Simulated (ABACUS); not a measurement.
## Si2Mo under changes of volume

One of the cells (13.416 Å³/atom); the others are scaled copies at fixed shape and fractional positions:

```
CELL_PARAMETERS angstrom
-1.60000 1.60000 3.93050
1.60000 -1.60000 3.93050
1.60000 1.60000 -3.93050
ATOMIC_POSITIONS crystal
Mo 0.00000 0.00000 0.00000
Si 0.66700 0.66700 0.00000
Si 0.33300 0.33300 0.00000
```

- Program: ABACUS 3.10.1
- Functional: PBE
- Potentials or basis: PseudoDojo NC SR 0.4.1 PBE standard
- Cutoff: 1102 eV
- Density cutoff: 4408 eV
- Basis: plane waves
- k mesh: 12 × 12 × 12
- Occupations: fermi-dirac, width 0.05 eV
- Spin: no spin polarisation

| volume (Å³/atom) | energy over the lowest point (meV/atom) | pressure (GPa) | largest force (eV/Å) |
| --- | --- | --- | --- |
| 12.611 | 48.82 | 17.7 | 0.173 |
| 12.879 | 23.92 | 12.0 | 0.209 |
| 13.148 | 8.08 | 6.9 | 0.243 |
| 13.416 | 0.39 | 2.3 | 0.275 |
| 13.684 | 0.00 | -1.8 | 0.306 |
| 13.953 | ? | ? | ? |
| 14.221 | 18.25 | -8.8 | 0.361 |

Q: What does the run at 13.953 Å³/atom give?

A: Energy over the lowest point 6.18 meV/atom; pressure -5.5 GPa; largest force 0.334 eV/Å.

Worked out: A Birch-Murnaghan fit of order 3 (a polynomial in V^(-2/3)) to the other rows has its minimum at 13.56 Å³/atom with B0 = V·E''(V) = 208 GPa and B' = 4.4 at fixed shape and positions, which overstates the stiffness. It gives 6.20 meV/atom at 13.953 Å³/atom, against the run's 6.18, and -dE/dV = -5.5 GPa, against -5.5.

Energies are extrapolated to zero smearing.

Caveats: there are fewer bands than atomic start orbitals, so a level may be missed at k points of high symmetry.
